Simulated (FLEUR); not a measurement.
# GaN under changes of volume

One of the cells (9.735 Å³/atom); the others are scaled copies at fixed shape and fractional positions:

```
Ga N
1.0
     0.00000    2.13524    2.13524
     2.13524    0.00000    2.13524
     2.13524    2.13524    0.00000
Ga N
1 1
Direct
  0.00000 0.00000 0.00000
  0.50000 0.50000 0.50000
```

Measurements of this composition are mostly on another form, of space group No. 186.

| Property | Result |
| --- | --- |
| Program | FLEUR MaX-R8.1 (later development tree) |
| Functional | PBEsol |
| Potentials or basis | all-electron |
| Basis | FLAPW |
| Kmax | 4.78 1/bohr |
| k mesh | 11 × 11 × 11 |
| Occupations | fermi-dirac, width 0.05 eV |
| Spin | no spin polarisation |

```tsv
volume (Å³/atom)	energy over the lowest point (meV/atom)	gap on the mesh (eV)
9.151	?	?
9.346	0.00	0.73
9.735	8.34	0.48
10.124	35.77	0.25
10.319	55.32	0.14
```

Problem. What does the run at 9.151 Å³/atom give?

Solution. Energy over the lowest point 4.59 meV/atom; gap on the mesh 0.86 eV.

Worked out: A Birch-Murnaghan fit of order 2 (a polynomial in V^(-2/3)) to the other rows has its minimum at 9.39 Å³/atom with B0 = V·E''(V) = 225 GPa. It gives 4.21 meV/atom at 9.151 Å³/atom, against the run's 4.59. A straight line through the other rows of the gap, of slope -5.96 eV per unit of ln V, extrapolates to 0.85 eV, against the run's 0.86.

Energies are extrapolated to zero smearing.

Caveats: an odd mesh through Γ misses points on the zone boundary, where band edges often lie. Spin-orbit coupling on Ga is left out.
